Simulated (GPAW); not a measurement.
PtTe: changing the functional

```xyz
4
Lattice="4.2629 0.0000 0.0000 -2.1314 3.6918 0.0000 0.0000 0.0000 5.6618" Properties=species:S:1:pos:R:3 pbc="T T T"
Pt    0.0000    0.0000    0.0000
Pt    0.0000    0.0000    2.8309
Te    0.0000    2.4612    1.4154
Te    2.1314    1.2306    4.2463
```

Measurements of this composition are mostly on another form, of space group No. 166.

Kept alike: task band structure; k mesh 6 × 6 × 4; occupations fermi-dirac, width 0.05 eV; no spin polarisation. Program: GPAW, potentials by row: the program's PAW data sets (release 1.2.1) made for this functional (LDA); PAW data sets generated for this functional (PBEsol); GPAW PAW data sets (gpaw-data 1.2.1) (r2SCAN on files made for PBE), cutoff 600 eV. The mesh is that of the run's cell of 4 atoms. No spin-orbit coupling.

| run | pressure (GPa) |
| --- | --- |
| A | -2.32 |
| B | -8.24 |
| C | -5.70 |

Pressure is positive in compression; the values hold the error of the finite cutoff, so their zero can differ a little from the energy's minimum. For a metal such a mesh leaves the last digits unconverged.

Problem. The runs differ in the functional (and the potentials named above) alone: LDA; PBEsol; r2SCAN. Which run is which?

Solution. Run A is r2SCAN; run B is LDA; run C is PBEsol. The pressure runs from -8.24 (LDA) to -2.32 GPa (r2SCAN). A positive pressure means that the functional's own cell is larger than the one given, a negative one that it is smaller.
